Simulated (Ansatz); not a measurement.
# Si in Ansatz: the effect of exact exchange share

The system is Si.

```
Si
1.0
     0.00000    2.72185    2.72185
     2.72185    0.00000    2.72185
     2.72185    2.72185    0.00000
Si
2
Direct
  0.50000 0.50000 0.50000
  0.75000 0.75000 0.75000
```

Alike in all runs:

| Property | Result |
| --- | --- |
| Program | Ansatz 0.2.0 |
| Task | single point |
| Potentials or basis | all-electron PAW datasets made for the crystal |
| Cutoff | 200 eV (chosen from the basis error) |
| k mesh | 4 × 4 × 4 |
| Occupations | fermi-dirac, width 0.05 eV |
| Spin | no spin polarisation |

| exact exchange share | functional | gap on the mesh (eV) | pressure (GPa) |
| --- | --- | --- | --- |
| 0.1 | PBE with a typed share of exact exchange | ? | ? |
| 0.25 | PBE0 | 2.01 | 0.2 |
| 0.4 | PBE with a typed share of exact exchange | 2.84 | -0.8 |

Problem. What does the run with exact exchange share 0.1 give?

Solution. gap on the mesh 1.22 eV; pressure 1.2 GPa.

Caveats: all runs use coarse meshes.

A k mesh can miss the band edges.

Runs at the PBE level aren't shown here.
